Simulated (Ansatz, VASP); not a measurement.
# One calculation of AgCl, two programs

```xyz
2
Lattice="0.0000 2.9183 2.6938 2.9183 0.0000 2.6938 2.9183 2.9183 0.0000" Properties=species:S:1:pos:R:3 pbc="T T T"
Ag    2.9183    2.9183    2.6938
Cl    0.0000    0.0000    0.0000
```

Change from the starting cell: strain +0.040 along x and y, -0.040 along z, atoms carried along.

Alike in both runs: task single point; functional PBE; k mesh 8 × 8 × 8; occupations gaussian, width 0.05 eV; no spin polarisation.

```csv
,VASP,Ansatz
version,VASP 6.6.1,Ansatz 0.2.0
potentials or method,"VASP PAW PBE potentials, release 64 (Ag, Cl)","scalar-relativistic, plane waves, PAW"
plane-wave cutoff (eV),520,420
valence electrons in the cell,18,26
```

```csv
,VASP,Ansatz,Ansatz less VASP
gap on the k mesh at the Fermi level (eV),0.77,0.78,+0.003
least direct gap on the mesh (eV),2.94,2.94,-0.002
pressure (GPa),-1.1,-1.0,+0.12
largest component of the traceless stress (GPa),0.42,0.47,+0.046
```

The two sets of potentials don't hold the same shells in valence.

A k mesh can miss the band edges.
